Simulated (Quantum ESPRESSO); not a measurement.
Crystal: BN.

```
CELL_PARAMETERS angstrom
0.00000 1.81300 1.81300
1.81300 0.00000 1.81300
1.81300 1.81300 0.00000
ATOMIC_POSITIONS crystal
N 0.25000 0.25000 0.25000
B 0.00000 0.00000 0.00000
```

The cell is a database's computed one.

* Program: Quantum ESPRESSO 7.5
* Task: phonons
* Functional: PBE
* Potentials or basis: PseudoDojo 0.4.1 SR PBE standard
* Cutoff: 1143 eV
* Density cutoff: 4572 eV
* k mesh: 8 × 8 × 8, shifted
* Occupations: fermi-dirac, width 0.05 eV
* Spin: no spin polarisation
* Mixing beta: 0.5
* Most SCF iterations: 120
* SCF threshold: 4e-10 Ry

The cell and the atoms were relaxed first, to 5.95 Å³/atom (a = 2.562 Å, b = 2.562 Å, c = 2.562 Å, α = 60.00°, β = 60.00°, γ = 60.00°), and the response was taken there.

The first run showed a gap, so the response started from a second, tighter run with fixed occupations.

Question: Where do the zone-centre optical modes lie?

Answer: T2 at 1029 cm⁻¹ (IR and Raman). Polar modes are given without the macroscopic field (transverse values).

Optical modes at Γ, degenerate ones joined, polar ones without the macroscopic field:
| cm⁻¹ | components | symmetry | active in | IR intensity, summed ((D/Å)²/amu) |
| --- | --- | --- | --- | --- |
| 1029 | 3 | T2 | IR and Raman | 41.39 |

Zone-centre frequencies without and with the macroscopic field along z (cm⁻¹):
|  | optical modes in rising order |
| --- | --- |
| without | 1029 1029 1029 |
| with the field | 1029 1029 1266 |

Born effective charge tensors (e):
atom 1, N
```
-1.91  0.00  0.00
 0.00 -1.91  0.00
 0.00  0.00 -1.91
```
atom 2, B
```
1.91 0.00 0.00
0.00 1.91 0.00
0.00 0.00 1.91
```

Electronic dielectric tensor:
```
4.55 0.00 0.00
0.00 4.55 0.00
0.00 0.00 4.55
```

Static dielectric tensor, electrons and zone-centre modes:
```
6.89 0.00 0.00
0.00 6.89 0.00
0.00 0.00 6.89
```
